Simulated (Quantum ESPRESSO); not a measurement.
# WS2 (R3m) in Quantum ESPRESSO: band structure with r2SCAN

Aim: the band structure of WS2 with r2SCAN.

Everything below comes from runs of Quantum ESPRESSO 7.5. Logs are shortened: lines on timing, memory, paths and dates and some standing lists are left out, and cuts for length are marked.

## (1) Starting point

The structure is trigonal, space group R3m (No. 160). The conventional cell has a = 3.158 Å, b = 3.158 Å, c = 18.490 Å, α = 90.00°, β = 90.00°, γ = 120.00°. W (site symmetry 3m) has 6 S at 2.39 to 2.42 Å as nearest neighbours. Around S (site symmetry 3m) lie 3 W at 2.42 Å. S (site symmetry 3m) has 3 W at 2.39 Å as nearest neighbours.

Measurements of this composition are mostly on another form, of space group No. 194.

## (2) Band structure, r2SCAN

Contents of pw.in:

```
&CONTROL
  calculation = 'scf'
  prefix = 'pwscf'
  outdir = './tmp'
  pseudo_dir = './pseudo'
  tprnfor = .true.
  tstress = .true.
  disk_io = 'low'
/
&SYSTEM
  ibrav = 0
  celldm(1) = 8
  nat = 3
  ntyp = 2
  ecutwfc = 75
  nbnd = 28
  input_dft = 'r2scan'
  occupations = 'smearing'
  smearing = 'fd'
  degauss = 0.00367493
  nosym = .true.
/
&ELECTRONS
  conv_thr = 1d-08
  electron_maxstep = 120
  mixing_beta = 0.5
/
ATOMIC_SPECIES
W    183.8400 W_ONCV_PBE-1.2.upf
S     32.0600 S_ONCV_PBE-1.2.upf
CELL_PARAMETERS alat
  0.3729846938480   0.2153428134085   1.4558765018392
 -0.3729846938480   0.2153428134085   1.4558765018392
  0.0000000000000  -0.4306856267933   1.4558765018392
ATOMIC_POSITIONS crystal
W      0.0000000000    0.0000000000    0.0000000000
S      0.5810000000    0.5810000000    0.5810000000
S      0.7503000000    0.7503000000    0.7503000000
K_POINTS automatic
6 6 6 0 0 0
```

Contents of bands.in:

```
&CONTROL
  calculation = 'bands'
  prefix = 'pwscf'
  outdir = './tmp'
  pseudo_dir = './pseudo'
  disk_io = 'low'
  verbosity = 'high'
/
&SYSTEM
  ibrav = 0
  celldm(1) = 8
  nat = 3
  ntyp = 2
  ecutwfc = 75
  nbnd = 28
  input_dft = 'r2scan'
  occupations = 'smearing'
  smearing = 'fd'
  degauss = 0.00367493
  nosym = .true.
/
&ELECTRONS
  conv_thr = 1d-08
  electron_maxstep = 120
  mixing_beta = 0.5
  diago_full_acc = .true.
  startingwfc = 'random'
/
ATOMIC_SPECIES
W    183.8400 W_ONCV_PBE-1.2.upf
S     32.0600 S_ONCV_PBE-1.2.upf
CELL_PARAMETERS alat
  0.3729846938480   0.2153428134085   1.4558765018392
 -0.3729846938480   0.2153428134085   1.4558765018392
  0.0000000000000  -0.4306856267933   1.4558765018392
ATOMIC_POSITIONS crystal
W      0.0000000000    0.0000000000    0.0000000000
S      0.5810000000    0.5810000000    0.5810000000
S      0.7503000000    0.7503000000    0.7503000000
K_POINTS crystal
60
 0.0000000000  0.0000000000  0.0000000000 1
 0.0555555556  0.0000000000  0.0000000000 1
 0.1111111111  0.0000000000  0.0000000000 1
 0.1666666667  0.0000000000  0.0000000000 1
 0.2222222222  0.0000000000  0.0000000000 1
 0.2777777778  0.0000000000  0.0000000000 1
 0.3333333333  0.0000000000  0.0000000000 1
 0.3888888889  0.0000000000  0.0000000000 1
 0.4444444444  0.0000000000  0.0000000000 1
 0.5000000000  0.0000000000  0.0000000000 1
 0.5000000000  0.0362504274 -0.0362504274 1
 0.5000000000  0.0725008547 -0.0725008547 1
 0.5000000000  0.1087512821 -0.1087512821 1
 0.5000000000  0.1450017095 -0.1450017095 1
 0.5000000000  0.1812521368 -0.1812521368 1
 0.8187478632  0.5000000000  0.1812521368 1
 0.7868730768  0.5000000000  0.2131269232 1
 0.7549982905  0.5000000000  0.2450017095 1
 0.7231235042  0.5000000000  0.2768764958 1
 0.6912487179  0.5000000000  0.3087512821 1
 0.6593739316  0.5000000000  0.3406260684 1
 0.6274991453  0.5000000000  0.3725008547 1
 0.5956243589  0.5000000000  0.4043756411 1
 0.5637495726  0.5000000000  0.4362504274 1
 0.5318747863  0.5000000000  0.4681252137 1
 0.5000000000  0.5000000000  0.5000000000 1
 0.3333333333  0.3333333333  0.3333333333 1
 0.1666666667  0.1666666667  0.1666666667 1
 0.0000000000  0.0000000000  0.0000000000 1
 0.0309660062  0.0000000000 -0.0309660062 1
 0.0619320124  0.0000000000 -0.0619320124 1
 0.0928980187  0.0000000000 -0.0928980187 1
 0.1238640249  0.0000000000 -0.1238640249 1
 0.1548300311  0.0000000000 -0.1548300311 1
 0.1857960373  0.0000000000 -0.1857960373 1
 0.2167620435  0.0000000000 -0.2167620435 1
 0.2477280498  0.0000000000 -0.2477280498 1
 0.2786940560  0.0000000000 -0.2786940560 1
 0.3096600622  0.0000000000 -0.3096600622 1
 0.3406260684  0.0000000000 -0.3406260684 1
 0.6593739316  0.3406260684  0.0000000000 1
 0.6274991453  0.3725008547  0.0000000000 1
 0.5956243589  0.4043756411  0.0000000000 1
 0.5637495726  0.4362504274  0.0000000000 1
 0.5318747863  0.4681252137  0.0000000000 1
 0.5000000000  0.5000000000  0.0000000000 1
 0.6593739316  0.6593739316  0.1812521368 1
 0.6434365384  0.6434365384  0.2131269232 1
 0.6274991453  0.6274991453  0.2450017095 1
 0.6115617521  0.6115617521  0.2768764958 1
 0.5956243589  0.5956243589  0.3087512821 1
 0.5796869658  0.5796869658  0.3406260684 1
 0.5637495726  0.5637495726  0.3725008547 1
 0.5478121795  0.5478121795  0.4043756411 1
 0.5318747863  0.5318747863  0.4362504274 1
 0.5159373932  0.5159373932  0.4681252137 1
 0.5000000000  0.5000000000  0.5000000000 1
 0.5000000000  0.0000000000  0.0000000000 1
 0.6593739316  0.1703130342  0.1703130342 1
 0.8187478632  0.3406260684  0.3406260684 1
```

Potentials or basis: SG15 PBE 1.2.

Launch:

```
$ OMP_NUM_THREADS=1 mpirun -n 4 pw.x -nk 4 -in pw.in > pw.out
$ OMP_NUM_THREADS=1 mpirun -n 4 pw.x -nk 4 -in bands.in > bands.out
```

pw.out:

```text
This program is part of the open-source Quantum ESPRESSO suite
     for quantum simulation of materials; please cite
         "P. Giannozzi et al., J. Phys.:Condens. Matter 21 395502 (2009);
         "P. Giannozzi et al., J. Phys.:Condens. Matter 29 465901 (2017);
         "P. Giannozzi et al., J. Chem. Phys. 152 154105 (2020);
     in publications or presentations arising from this work. More details at

     IMPORTANT: XC functional enforced from input :
     Exchange-correlation= R2SCAN
                           (   0   0   0   0   0 497 498)
     Any further DFT definition will be discarded
     Please, verify this is what you really want

     K-points division:     npool     =       4
     Subspace diagonalization in iterative solution of the eigenvalue problem:
     a serial algorithm will be used

     G-vector sticks info
     --------------------
     sticks:   dense  smooth     PW     G-vecs:    dense   smooth      PW
     Sum        1681    1681    525                31589    31589    5489

     Using Slab Decomposition

     bravais-lattice index     =            0
     lattice parameter (alat)  =       8.0000  a.u.
     unit-cell volume          =     359.2255 (a.u.)^3
     number of atoms/cell      =            3
     number of atomic types    =            2
     number of electrons       =        40.00
     number of Kohn-Sham states=           28
     kinetic-energy cutoff     =      75.0000  Ry
     charge density cutoff     =     300.0000  Ry
     scf convergence threshold =      1.0E-08
     mixing beta               =       0.5000
     number of iterations used =            8  plain     mixing
     Exchange-correlation= R2SCAN
                           (   0   0   0   0   0 497 498)

     celldm(1)=   8.000000  celldm(2)=   0.000000  celldm(3)=   0.000000
     celldm(4)=   0.000000  celldm(5)=   0.000000  celldm(6)=   0.000000

     crystal axes: (cart. coord. in units of alat)
               a(1) = (   0.372985   0.215343   1.455877 )
               a(2) = (  -0.372985   0.215343   1.455877 )
               a(3) = (   0.000000  -0.430686   1.455877 )

     reciprocal axes: (cart. coord. in units 2 pi/alat)
               b(1) = (  1.340538  0.773960  0.228957 )
               b(2) = ( -1.340538  0.773960  0.228957 )
               b(3) = (  0.000000 -1.547919  0.228957 )

     PseudoPot. # 1 for W  read from file:
     W_ONCV_PBE-1.2.upf
     Pseudo is Norm-conserving, Zval = 28.0
     Generated using ONCVPSP code by D. R. Hamann
     Using radial grid of  602 points,  8 beta functions with:
                l(1) =   0
                l(2) =   0
                l(3) =   1
                l(4) =   1
                l(5) =   2
                l(6) =   2
                l(7) =   3
                l(8) =   3

     PseudoPot. # 2 for S  read from file:
     S_ONCV_PBE-1.2.upf
     Pseudo is Norm-conserving, Zval =  6.0
     Generated using ONCVPSP code by D. R. Hamann
     Using radial grid of  602 points,  4 beta functions with:
                l(1) =   0
                l(2) =   0
                l(3) =   1
                l(4) =   1

     atomic species   valence    mass     pseudopotential
     W                28.00   183.84000     W ( 1.00)
     S                 6.00    32.06000     S ( 1.00)

     No symmetry found

   Cartesian axes

     site n.     atom                  positions (alat units)
         1        W      tau(   1) = (   0.0000000   0.0000000   0.0000000  )
         2        S      tau(   2) = (  -0.0000000   0.0000000   2.5375927  )
         3        S      tau(   3) = (   0.0000000   0.0000000   3.2770324  )

     number of k points=   112  Fermi-Dirac smearing, width (Ry)=  0.0037

     Number of k-points >= 100: set verbosity='high' to print them.

     Dense  grid:    31589 G-vectors     FFT dimensions: (  72,  72,  72)

     WARNING: libxc functional with ID  497 depends
      on external parameters: check the user_guide of
      QE if you need to modify them or to check their
      default values.

     WARNING: libxc functional with ID  498 depends
      on external parameters: check the user_guide of
      QE if you need to modify them or to check their
      default values.

     Initial potential from superposition of free atoms

     starting charge      39.9123, renormalised to      40.0000
     Starting wfcs are random

     Self-consistent Calculation

     iteration #  1     ecut=    75.00 Ry     beta= 0.50
     Davidson diagonalization with overlap
     ethr =  1.00E-02,  avg # of iterations = 10.6

     total energy              =    -583.66078419 Ry
     estimated scf accuracy    <      49.19795505 Ry

     iteration #  2     ecut=    75.00 Ry     beta= 0.50
     Davidson diagonalization with overlap
     ethr =  1.00E-02,  avg # of iterations =  1.0

     total energy              =    -583.90083193 Ry
     estimated scf accuracy    <      14.76472112 Ry

     iteration #  3     ecut=    75.00 Ry     beta= 0.50
     Davidson diagonalization with overlap
     ethr =  1.00E-02,  avg # of iterations =  1.0

     total energy              =    -583.83629141 Ry
     estimated scf accuracy    <       0.49870746 Ry

     iteration #  4     ecut=    75.00 Ry     beta= 0.50
     Davidson diagonalization with overlap
     ethr =  1.25E-03,  avg # of iterations =  2.0

     total energy              =    -583.89576909 Ry
     estimated scf accuracy    <       0.30610077 Ry

     iteration #  5     ecut=    75.00 Ry     beta= 0.50
     Davidson diagonalization with overlap
     ethr =  7.65E-04,  avg # of iterations =  1.0

     total energy              =    -583.92222727 Ry
     estimated scf accuracy    <       0.00364917 Ry

     iteration #  6     ecut=    75.00 Ry     beta= 0.50
     Davidson diagonalization with overlap
     ethr =  9.12E-06,  avg # of iterations =  6.6

     total energy              =    -583.92249861 Ry
     estimated scf accuracy    <       0.00062472 Ry

     iteration #  7     ecut=    75.00 Ry     beta= 0.50
     Davidson diagonalization with overlap
     ethr =  1.56E-06,  avg # of iterations =  2.3

     total energy              =    -583.92253447 Ry
     estimated scf accuracy    <       0.00009048 Ry

     iteration #  8     ecut=    75.00 Ry     beta= 0.50
     Davidson diagonalization with overlap
     ethr =  2.26E-07,  avg # of iterations =  1.7

     total energy              =    -583.92254382 Ry
     estimated scf accuracy    <       0.00000849 Ry

     iteration #  9     ecut=    75.00 Ry     beta= 0.50
     Davidson diagonalization with overlap
     ethr =  2.12E-08,  avg # of iterations =  2.0

     total energy              =    -583.92254435 Ry
     estimated scf accuracy    <       0.00000157 Ry

     iteration # 10     ecut=    75.00 Ry     beta= 0.50
     Davidson diagonalization with overlap
     ethr =  3.94E-09,  avg # of iterations =  1.6

     total energy              =    -583.92254439 Ry
     estimated scf accuracy    <       0.00000024 Ry

     iteration # 11     ecut=    75.00 Ry     beta= 0.50
     Davidson diagonalization with overlap
     ethr =  5.98E-10,  avg # of iterations =  2.0

     total energy              =    -583.92254442 Ry
     estimated scf accuracy    <       0.00000002 Ry

     iteration # 12     ecut=    75.00 Ry     beta= 0.50
     Davidson diagonalization with overlap
     ethr =  5.79E-11,  avg # of iterations =  2.1

     End of self-consistent calculation

     Number of k-points >= 100: set verbosity='high' to print the bands.

     the Fermi energy is    15.7714 ev

!    total energy              =    -583.92254442 Ry
     estimated scf accuracy    <          6.6E-10 Ry
     smearing contrib. (-TS)   =      -0.00000003 Ry
     internal energy E=F+TS    =    -583.92254439 Ry

     The total energy is F=E-TS. E is the sum of the following terms:
     one-electron contribution =    -464.93678304 Ry
     hartree contribution      =     256.77491222 Ry
     xc contribution           =     -50.72630644 Ry
     ewald contribution        =    -325.03436713 Ry

     convergence has been achieved in  12 iterations

     Forces acting on atoms (cartesian axes, Ry/au):

     atom    1 type  1   force =     0.00000006   -0.00000002   -0.02337299
     atom    2 type  2   force =     0.00000000   -0.00000003    0.02611545
     atom    3 type  2   force =    -0.00000006    0.00000005   -0.00274246

     Total force =     0.035154     Total SCF correction =     0.000027

     Computing stress (Cartesian axis) and pressure

          total   stress  (Ry/bohr**3)                   (kbar)     P=       -7.80
  -0.00003484  -0.00000000   0.00000000           -5.12       -0.00        0.00
  -0.00000000  -0.00003484  -0.00000000           -0.00       -5.12       -0.00
   0.00000000  -0.00000000  -0.00008935            0.00       -0.00      -13.14

=------------------------------------------------------------------------------=
   JOB DONE.
=------------------------------------------------------------------------------=
```

It took 20 min on 4 MPI ranks of AMD EPYC 7R43 (Zen 3), shared host; peak memory 0.84 GiB.

What came out:

| Property | Result |
| --- | --- |
| Free energy | -7944.6709 eV |
| Pressure | -0.8 GPa |
| Largest force | 0.671 eV/Å |
| Band gap on the k mesh | 1.12 eV, indirect (least direct gap 1.98 eV) |
| Band gap along the path | 1.11 eV, indirect (least direct gap 1.99 eV) |

Forces in eV/Å, atoms in the order of the input:
```
W    0.000  0.000 -0.601
S    0.000  0.000  0.671
S    0.000  0.000 -0.071
```

Levels at the corners of the path, in eV from the valence-band top:
```csv
point,band 18,band 19,band 20,band 21,band 22,band 23
Γ,-2.39,-1.61,-1.20,2.30,2.30,2.64
L,-2.67,-1.88,-1.73,2.23,2.59,3.90
B1,-4.19,-3.16,-0.73,1.31,2.68,3.58
B,-4.19,-3.16,-0.73,1.31,2.68,3.58
Z,-2.35,-2.35,0.00,2.41,2.41,2.49
Γ,-2.39,-1.61,-1.20,2.30,2.30,2.64
X,-4.12,-3.20,-0.71,1.28,2.69,3.55
Q,-4.12,-3.20,-0.71,1.28,2.69,3.55
F,-3.28,-2.08,-1.55,2.18,2.71,3.45
P1,-3.15,-2.04,-1.57,2.19,2.74,3.51
Z,-2.35,-2.35,0.00,2.41,2.41,2.49
L,-2.67,-1.88,-1.73,2.23,2.59,3.90
P,-3.15,-2.04,-1.57,2.19,2.74,3.51
```

Caveat: the potentials were made for another functional, which shifts forces and pressure; spin-orbit coupling is left out, which moves the levels of the heavy elements.
